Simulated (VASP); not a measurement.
# BAs (F-43m) in VASP: further runs

One crystal, BAs, is run at these levels: PBE; tasks: G0W0 quasiparticle levels, evGW0 quasiparticle levels.

Everything below comes from runs of VASP 6.6.1. Logs are shortened: lines on timing, memory, paths and dates and some standing lists are left out, and cuts for length are marked.

**1. The crystal as given**

Symmetry: F-43m, No. 216, cubic system. Conventional cell: a = 4.777 Å, b = 4.777 Å, c = 4.777 Å, α = 90.00°, β = 90.00°, γ = 90.00°. B (site symmetry -43m) has 4 As at 2.07 Å as nearest neighbours. As (site symmetry -43m) has 4 B at 2.07 Å as nearest neighbours.

**2. G0W0 quasiparticle levels, PBE**

POSCAR

```
BAs                                     
1.0
    0.0000000000      2.3885000000      2.3885000000
    2.3885000000      0.0000000000      2.3885000000
    2.3885000000      2.3885000000      0.0000000000
  B               As            
     1     1
Direct
     0.0000000000000000    0.0000000000000000    0.0000000000000000
     0.2500000000000000    0.2500000000000000    0.2500000000000000
```

INCAR.step1

```
SYSTEM = BAs
ALGO     = Normal         ! electronic algorithm
EDIFF    = 1E-8           ! SCF threshold, eV
ENCUT    = 500            ! plane-wave cutoff, eV
GGA      = PE             ! functional
ISMEAR   = 0              ! smearing method
KPAR     = 4            
LASPH    = .TRUE.         ! aspherical terms in the spheres
LCHARG   = .FALSE.        ! write CHGCAR
LREAL    = .FALSE.        ! projectors in reciprocal space
LWAVE    = .TRUE.         ! write WAVECAR
NELM     = 80             ! most SCF steps
PREC     = Accurate       ! precision mode
SIGMA    = 0.01           ! smearing width, eV
```

INCAR.step2

```
SYSTEM = BAs
ALGO     = Exact          ! electronic algorithm
EDIFF    = 1E-8           ! SCF threshold, eV
ENCUT    = 500            ! plane-wave cutoff, eV
GGA      = PE             ! functional
ISMEAR   = 0              ! smearing method
ISTART   = 1            
KPAR     = 4            
LASPH    = .TRUE.         ! aspherical terms in the spheres
LCHARG   = .FALSE.        ! write CHGCAR
LOPTICS  = .TRUE.         ! frequency-dependent dielectric function
LREAL    = .FALSE.        ! projectors in reciprocal space
LWAVE    = .TRUE.         ! write WAVECAR
NBANDS   = 105            ! bands
NELM     = 1              ! most SCF steps
PREC     = Accurate       ! precision mode
SIGMA    = 0.01           ! smearing width, eV
```

INCAR.step3

```
SYSTEM = BAs
ALGO     = EVGW0          ! electronic algorithm
EDIFF    = 1E-8           ! SCF threshold, eV
ENCUT    = 500            ! plane-wave cutoff, eV
ENCUTGW  = 150            ! cutoff of the response function
GGA      = PE             ! functional
ISMEAR   = 0              ! smearing method
ISTART   = 1            
KPAR     = 4            
LASPH    = .TRUE.         ! aspherical terms in the spheres
LCHARG   = .FALSE.        ! write CHGCAR
LREAL    = .FALSE.        ! projectors in reciprocal space
LWAVE    = .FALSE.        ! write WAVECAR
NBANDS   = 105            ! bands
NBANDSGW = 12           
NELMGW   = 1            
NOMEGA   = 48             ! frequency points
PREC     = Accurate       ! precision mode
PRECFOCK = Fast         
SIGMA    = 0.01           ! smearing width, eV
```

KPOINTS

```
k-points
0
G
  6 6 6
  0 0 0
```

Potentials or basis: VASP PAW PBE potentials, release 64 (B_GW, As_GW).

Started as:

```sh
> cat potpaw_PBE.64/B_GW/POTCAR potpaw_PBE.64/As_GW/POTCAR > POTCAR
> cp INCAR.step1 INCAR
> mpirun -np 4 vasp_std > vasp.out
> cp INCAR.step2 INCAR
> mpirun -np 4 vasp_std > vasp.out
> cp INCAR.step3 INCAR
> mpirun -np 4 vasp_std > vasp.out
```

OUTCAR:

```text
SYSTEM = BAs
   EDIFF = 1E-8
   ENCUT = 500
   ENCUTGW = 150
   GGA = PE
   ISMEAR = 0
   ISTART = 1
   LASPH = .TRUE.
   LREAL = .FALSE.
   NELMGW = 1
   PREC = Accurate
   PRECFOCK = Fast

 ion  position               nearest neighbor table
   1  0.000  0.000  0.000-   2 2.07   2 2.07   2 2.07   2 2.07
   2  0.250  0.250  0.250-   1 2.07   1 2.07   1 2.07   1 2.07

  LATTYP: Found a face centered cubic cell.
 ALAT       =     4.7770000000

  Lattice vectors:

 A1 = (   0.0000000000,   2.3885000000,   2.3885000000)
 A2 = (   2.3885000000,   0.0000000000,   2.3885000000)
 A3 = (   2.3885000000,   2.3885000000,   0.0000000000)

Analysis of symmetry for initial positions (statically):
=====================================================================
 Subroutine PRICEL returns:
 Original cell was already a primitive cell.

 Routine SETGRP: Setting up the symmetry group for a
 face centered cubic supercell.

 Subroutine GETGRP returns: Found 24 space group operations
 (whereof 24 operations were pure point group operations)
 out of a pool of 48 trial point group operations.

The static configuration has the point symmetry T_d .

Analysis of symmetry for dynamics (positions and initial velocities):
=====================================================================
 Subroutine PRICEL returns:
 Original cell was already a primitive cell.

 Routine SETGRP: Setting up the symmetry group for a
 face centered cubic supercell.

 Subroutine GETGRP returns: Found 24 space group operations
 (whereof 24 operations were pure point group operations)
 out of a pool of 48 trial point group operations.

The dynamic configuration has the point symmetry T_d .

 Subroutine INISYM returns: Found 24 space group operations
 (whereof 24 operations are pure point group operations),
 and found     1 'primitive' translations

----------------------------------------------------------------------------------------

                                     Primitive cell

[... 79 lines left out ...]
   ENCUT  =  500.0 eV  36.75 Ry    6.06 a.u.   6.16  6.16  6.16*2*pi/ulx,y,z
   NELM   =     60;   NELMIN=  2; NELMDL=  0     # of ELM steps
   EDIFF  = 0.1E-07   stopping-criterion for ELM
   LREAL  =      F    real-space projection
   EDIFFG = 0.1E-06   stopping-criterion for IOM
   NSW    =      0    number of steps for IOM
   IBRION =     -1    ionic relax: 0-MD 1-quasi-New 2-CG
   NFREE  =      0    steps in history (QN), initial steepest desc. (CG)
   ISIF   =      0    stress and relaxation
   ISYM   =      3    0-nonsym 1-usesym 2-fastsym
   POTIM  = 0.5000    time-step for ionic-motion
   TEBEG  =    0.0;   TEEND  =   0.0 temperature during run
   PSTRESS=    0.0 pullay stress
   NELECT =       8.0000    total number of electrons
   NUPDOWN=      -1.0000    fix difference up-down
   EMIN   =  10.00;   EMAX   =-10.00  energy-range for DOS
   EFERMI =   0.00;   METHOD = LEGACY
   ISMEAR =     0;   SIGMA  =   0.01  broadening in eV -4-tet -1-fermi 0-gaus
   EFERMI_NEDOS =   21; number of points for ismear=-14 and -15
   IALGO  =     38    algorithm
   IMIX   =      4    mixing-type and parameters
     AMIX     =   0.40;   BMIX     =  1.00
     AMIX_MAG =   1.60;   BMIX_MAG =  1.00
  volume/ion in A,a.u.               =      13.63        91.95
  Fermi-wavevector in a.u.,A,eV,Ry     =   1.088018  2.056057 16.106360  1.183784
  Thomas-Fermi vector in A             =   2.224191
   LORBIT       =      0    0 simple, 1 ext, 2 COOP (PROOUT), +10 PAW based schemes
   GGA     = PE    functional components
   LHFCALC =     T    Hartree Fock is set to
   PRECFOCK=fast      Normal, Fast or Accurate (Low or Medium for compatibility)
   ENCUT4O =  -1.0   cutoff for four orbital integrals eV
   NKREDX  =     1    reduce k-point grid by
   NKREDY  =     1    reduce k-point grid by
   NKREDZ  =     1    reduce k-point grid by
   AEXX    =    1.0000 exact exchange contribution
   HFSCREEN=    0.0000 screening length (either q_TF or 0.3 A-1)
   HFSCREENC=   0.0000 screening length for correlation (either q_TF or 0.3 A-1)
   ENCUTFOCK=  -1.0 apply spherical cutoff to Coloumb kernel
   IVDW    =     0    specifies the selected vdW correction
   LEPSILON=     F    determine dielectric tensor
   LRPA    =     F    only Hartree local field effects (RPA)
   LRPAFORCE           =     F    calculate RPA forces
   ENCUTGW             = 150.0    cutoff for response function in eV
   ENCUTGWSOFT         = 120.0    soft cutoff for Coulomb kernel in GW response function in eV
   ENCUTLF             =  -1.0    cutoff for local field effects
   NELMGW              =     1    number of iterations in solving QP/BSE equation
   NELMHF              =     1    number of iterations in the inner HF iteration
   NKREDLFX            =     1    NKREDLFY  =   1   NKREDLFZ  =   1
 non-spin polarized calculation
 Gauss-broadening in eV      SIGMA  =   0.01
  energy-cutoff  :      500.00
  volume of cell :       27.25
 maximum number of plane-waves:       701
 NGX is ok and might be reduce to    28
  NGX = 14; NGY = 14; NGZ = 14
   NGX = 13   NGY = 13   NGZ = 13
 maximum number of plane-waves:       122

 QP shifts <psi_nk| G(iteration)W_0 |psi_nk>: iteration 1
 for sc-GW calculations column KS-energies equals QP-energies in previous step
 and V_xc(KS)=  KS-energies - (<T + V_ion + V_H > + <T+V_H+V_ion>^1  + <V_x>^1)

 k-point   1 :       0.0000    0.0000    0.0000
  band No.  KS-energies  QP-energies   sigma(KS)   V_xc(KS)     V^pw_x(r,r')   Z            occupation Imag(sigma)

      1      -9.2365     -10.0024     -12.7527     -11.6541     -19.6017       0.6972       2.0000       1.2345
      2       6.1697       5.6543     -13.2436     -12.5888     -13.9922       0.7873       2.0000       0.0739
      3       6.1697       5.6543     -13.2436     -12.5888     -13.9922       0.7873       2.0000       0.0739
      4       6.1697       5.6543     -13.2436     -12.5888     -13.9922       0.7873       2.0000       0.0739
      5       9.4431       9.7515     -10.9926     -11.3860      -6.7558       0.7840       0.0000      -0.0613
      6       9.4431       9.7515     -10.9926     -11.3860      -6.7558       0.7840       0.0000      -0.0613
      7       9.4431       9.7515     -10.9926     -11.3860      -6.7558       0.7840       0.0000      -0.0613
      8      10.8301      11.3964     -11.8690     -12.6158      -6.6645       0.7583       0.0000      -0.0959
      9      15.7381      15.7682      -8.9037      -8.9423      -3.1114       0.7796       0.0000      -0.2642
     10      19.1183      19.1705     -10.3416     -10.4088      -4.3900       0.7775       0.0000      -0.3478
     11      19.1183      19.1705     -10.3416     -10.4088      -4.3900       0.7775       0.0000      -0.3478
     12      20.5324      20.5660      -8.9982      -9.0415      -2.5290       0.7768       0.0000      -0.4873
[... 228 lines left out ...]
      1      -4.9262      -5.4980     -13.1065     -12.3240     -18.2496       0.7306       2.0000       0.6455
      2      -2.0398      -2.8350     -13.1172     -12.0099     -17.4813       0.7182       2.0000       0.3890
      3       1.0139       0.2998     -12.2415     -11.2938     -14.7495       0.7535       2.0000       0.1385
      4       1.2093       0.4999     -12.2659     -11.3255     -14.6988       0.7543       2.0000       0.1340
      5       9.9401      10.0455     -10.4267     -10.5615      -5.7484       0.7820       0.0000      -0.0831
      6      10.1501      10.4157     -10.4454     -10.7846      -5.7123       0.7827       0.0000      -0.0851
      7      14.8109      15.1098     -11.1288     -11.5286      -4.9376       0.7476       0.0000      -0.2508
      8      15.0516      15.4092     -10.9015     -11.3753      -4.8189       0.7548       0.0000      -0.2489
      9      18.4744      18.7940     -11.3282     -11.7605      -4.1669       0.7393       0.0000      -0.5034
     10      21.8145      22.1397     -11.2558     -11.6863      -4.1521       0.7553       0.0000      -0.7499
     11      21.9994      22.0867     -10.3721     -10.4870      -3.3690       0.7596       0.0000      -0.6639
     12      24.9164      25.2024     -10.5922     -10.9701      -3.4523       0.7567       0.0000      -0.9308
```

Run time: 38 s. Hardware: 4 MPI ranks of Intel Xeon 6975P-C (Granite Rapids), shared host; peak memory 0.47 GiB.

Results:

- Band gap on the k mesh, mean-field level: 1.27 eV, indirect (least direct gap 3.27 eV)
- Quasiparticle gap: 1.87 eV
- Least direct quasiparticle gap: 4.10 eV

Caveat: bands, screening cutoff and mesh are small and nothing is extrapolated, so the quasiparticle values aren't converged. A k mesh can miss the band edges.

[end of part 1 of 2]
